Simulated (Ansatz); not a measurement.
TaN, DFT, PBE, PAW with Ansatz's default frozen-core files, scalar-relativistic (Ansatz 0.2.0), run on 1 thread of Arm Neoverse V2 on a shared host.

The geometry is COD entry 1523630, unchecked; take it as a test cell. The listed cell was then made from it by scaling, straining or moving an atom.

Command: `ansatz run input.yaml --threads 1 --pin off --max-ram 4096MiB --backend cpu --events-out ev --progress --plain --runs-dir out`

```yaml
crystal:
  lattice:
    - [2.9857803976, 0.0, 0.0]
    - [-1.4928901988, 2.5857616744, 0.0]
    - [0.0, 0.0, 4.8176044827]
  atoms:
    - { symbol: Ta, position: [0.0, 0.0, 0.0] }
    - { symbol: Ta, position: [0.0, 0.0, 0.5] }
    - { symbol: "N", position: [0.3333333333, 0.6666666667, 0.25] }
    - { symbol: "N", position: [0.6666666667, 0.3333333333, 0.75] }
kpoints:
  mp_grid: { grid: [9, 9, 5] }
scf:
  occupations: { method: fermi_dirac, width: 0.01 }
hamiltonian:
  xc: pbe
  pseudopotentials: { kind: paw }
output:
  forces: true
  stress: true
  eigenvalues: true
  efg: { contact_densities: true }
  write_density: true
  write_potential: true
  elf: true
  volumetric_format: npy
```

**Question.** How large is the problem that the program sets up?

**Answer.** 36 irreducible k-points, 713 plane waves at Γ, 22 bands.

**Question.** About how long does it take, and how much memory does it use?

**Answer.** 3.6 s of wall time for 6 SCF iterations, with a peak of 0.37 GiB. Times on shared machines scatter by tens of per cent.

**Question.** And the same cell and mesh by crystal-made all-electron datasets, asked for forces, stress, eigenvalues, efg, on the same hardware?

**Answer.** 21 s, peak memory 0.72 GiB.
